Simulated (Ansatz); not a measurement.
Crystal: Ti.

```xyz
1
Lattice="0.0000 2.0300 2.0300 2.0300 0.0000 2.0300 2.0300 2.0300 0.0000" Properties=species:S:1:pos:R:3 pbc="T T T"
Ti    0.0000    0.0000    0.0000
```

This isn't the form of Ti at room conditions, which is hcp.

| Property | Result |
| --- | --- |
| Program | Ansatz 0.2.0 |
| Task | relaxation of cell and atoms |
| Functional | RPBE |
| Potentials or basis | Ansatz PAW |
| Cutoff | 420 eV (not typed: the program's choice for these potentials) |
| k mesh | 11 × 11 × 11 |
| Occupations | fermi-dirac, width 0.05 eV |
| Spin | no spin polarisation |

At the start: volume 16.73 Å³/atom.

Task: How do energy, volume and symmetry change on relaxing?

Result: It ends after 5 steps and the volume is 17.91 Å³/atom (+7.0 %); space group Fm-3m (No. 225, to 0.05 Å).

Step by step:
```tsv
step	energy change (eV)	largest force (eV/Å)	volume (Å³)
1	0.0000	0.0000	16.73
2	-0.0143	0.0000	18.75
3	-0.0262	0.0000	17.97
4	-0.0262	0.0000	17.91
5	-0.0264	0.0000	17.91
```

Final structure:
```
Ti
1.0
     0.00000    2.07645    2.07645
     2.07645    0.00000    2.07645
     2.07645    2.07645    0.00000
Ti
1
Direct
  0.00000 0.00000 0.00000
```

Caveat: the plane-wave basis is chosen anew once the cell has moved, so the energies of steps on either side of that aren't comparable; the PAW data sets come from PBE, with cores solved anew for the run's functional, which leaves a small shift of forces and pressure.
